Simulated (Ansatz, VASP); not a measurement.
# One calculation of As, two programs

Contents of INCAR:

```
SYSTEM = As
ALGO = Normal ; EDIFF = 1E-6
ENCUT = 520 ; GGA = RP
ISIF = 2 ; ISMEAR = -1
LASPH = .TRUE. ; LCHARG = .FALSE.
LREAL = .FALSE. ; LWAVE = .FALSE.
NBANDS = 14 ; NELM = 60
PREC = Accurate ; SIGMA = 0.1
```

The input KPOINTS:

```
k-points
0
G
  9 9 12
  0 0 0
```

POSCAR

```
As
1.0
    4.7496134819      0.0000000000      0.0000000000
   -2.3748067410      4.1132859335      0.0000000000
    0.0000000000      0.0000000000      2.7695809188
As
3
Direct
    0.0000000000      1.0000000000      0.0000000000
    0.3333333333      0.6666666667      0.5000000000
    0.6666666667      0.3333333333      0.5000000000
```

Input for Ansatz:

```yaml
crystal:
  lattice:
    - [4.7496134819, 0.0, 0.0]
    - [-2.374806741, 4.1132859335, 0.0]
    - [0.0, 0.0, 2.7695809188]
  atoms:
    - { symbol: As, position: [0.0, 1.0, 0.0] }
    - { symbol: As, position: [0.3333333333, 0.6666666667, 0.5] }
    - { symbol: As, position: [0.6666666667, 0.3333333333, 0.5] }
hamiltonian:
  xc: rpbe
  pseudopotentials:
    kind: paw
    azcp:
      As: "pseudopotentials/As.paw.azcp"
basis:
  ecutwfc: 420
  fft_grid_basis: typed
kpoints:
  mp_grid: { grid: [9, 9, 12], shift: [0, 0, 0] }
magnetization:
  spin_polarized: false
scf:
  occupations: { method: fermi_dirac, width: 0.1 }
  lower_state_search: "off"
output:
  stress: true
  write_density: true
  write_potential: true
  elf: true
  volumetric_format: npy
```

Alike in both runs: task single point; functional RPBE; k mesh 9 × 9 × 12; occupations fermi-dirac, width 0.1 eV; no spin polarisation.

```csv
,VASP,Ansatz
version,VASP 6.6.1,Ansatz 0.2.0
potentials or method,"VASP PAW PBE potentials, release 64 (As)","plane waves (420 eV) with PAW, scalar-relativistic"
plane-wave cutoff (eV),520,420
valence electrons in the cell,15,45
```

VASP gave:

- pressure (GPa): 7.8
- largest component of the traceless stress (GPa): 1.75

What did Ansatz give for the same quantities?

Pressure (GPa): 7.7; largest component of the traceless stress (GPa): 1.73.

The two sets of potentials don't hold the same shells in valence.

Caveats: the PAW data sets were made with another functional, which shifts forces and pressure a little (VASP).
